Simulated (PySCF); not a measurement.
**Assigning NMR signals**

Geometry:
```csv
atom,x (Å),y (Å),z (Å)
C1,-1.063,0.470,-0.100
C2,0.046,-0.558,-0.172
C3,1.378,-0.058,0.312
O4,1.588,1.058,0.705
H5,-2.012,0.059,-0.472
H6,-0.813,1.359,-0.696
H7,-1.217,0.810,0.935
H8,-0.188,-1.468,0.412
H9,0.203,-0.929,-1.203
H10,2.203,-0.819,0.283
```

Calculated, not measured (PySCF): shieldings: GIAO PBE0/pcSseg-1, structure optimised with PBE0-D3(BJ)/def2-SVP, spin–spin couplings from B3LYP/pcJ-1 (without the spin–dipole term). In vacuum, rapidly exchanging positions averaged, one conformer, non-relativistic Hamiltonian.

Chemical shifts δ = σref − σ; TMS for $^{13}$C and $^{1}$H, all at this level.

Problem. Assign these signals to the numbered atoms. $^{13}$C{$^{1}$H} NMR (computed): δ 204.1, 41.9, 7.0.

Solution. 
```tsv
δ (ppm)	atoms	environment	reason
204.1	C3	aldehyde carbonyl carbon	low-lying n→π* states of the double bond to the heteroatom give a large paramagnetic term (-267 ppm)
41.9	C2	sp3 CH2 α to a carbonyl	the adjacent C=O deshields it moderately
7.0	C1	methyl carbon	saturated and bonded to C and H only
```

Problem. Assign these signals to the numbered atoms. $^{1}$H NMR (600 MHz, computed): δ 9.88 (s, 1H), 2.29 (q, J = 8.0 Hz, 2H), 1.02 (t, J = 8.0 Hz, 3H).

Solution. 
9.88 → H10, hydrogen on an aldehyde carbonyl carbon: the C=O anisotropy and electron withdrawal place aldehyde protons far downfield
2.29 → H8/H9, hydrogen on an sp3 CH2 α to a carbonyl: α to C=O
1.02 → H5/H6/H7, hydrogen on a methyl carbon

Splittings below 1 Hz are ignored in the labels, and close J values are merged. Unscaled 3J(H,H) at this level run about 10 % above measured values. Shifts are as computed. Against solution values, carbons near 30 ppm lie about +2 ppm off and those near 130 ppm about +5 ppm. Of 1211 compounds with measured shifts, 218 miss one by over three times the rms of a fit or turn the order of signals round; such compounds aren't used in these exercises. Couplings across =CH–CH2 type bonds come from one rotamer and its mirror image, and can be 1–2 Hz further off.
